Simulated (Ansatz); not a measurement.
Se, A15: geometry optimisation

Computed with DFT, PBE, plane waves (420 eV) with PAW, scalar-relativistic (Ansatz).

k-point mesh 5×5×5, Fermi-Dirac smearing 0.1 eV, no spin polarisation. Cell and atoms relax.

Starting structure:

```yaml
crystal:
  lattice:
    - [5.5877784105, 0.0, 0.0]
    - [0.0, 5.5877784105, 0.0]
    - [0.0, 0.0, 5.5877784105]
  atoms:
    - { symbol: Se, position: [0.0, 0.0, 0.0] }
    - { symbol: Se, position: [0.5, 0.5, 0.5] }
    - { symbol: Se, position: [0.25, 0.0, 0.5] }
    - { symbol: Se, position: [0.75, 0.0, 0.5] }
    - { symbol: Se, position: [0.5, 0.25, 0.0] }
    - { symbol: Se, position: [0.5, 0.75, 0.0] }
    - { symbol: Se, position: [0.0, 0.5, 0.25] }
    - { symbol: Se, position: [0.0, 0.5, 0.75] }
hamiltonian:
  xc: pbe
  pseudopotentials:
    kind: paw
    azcp:
      Se: "pseudopotentials/Se.paw.azcp"
basis:
  ecutwfc: 420
  fft_grid_basis: typed
kpoints:
  mp_grid: { grid: [5, 5, 5], shift: [0, 0, 0] }
magnetization:
  spin_polarized: false
scf:
  occupations: { method: fermi_dirac, width: 0.1 }
relax:
  max_steps: 60
  f_tol: 0.01
  cell: {}
```

Problem. The pressure at the start is -2.6 GPa. By how much does the volume change?

Solution. From 21.81 to 20.85 Å³ per atom, -4.4 %. The final cell has a = 5.505 Å.

Problem. How much energy does the relaxation gain?

Solution. 8.1 meV per atom.
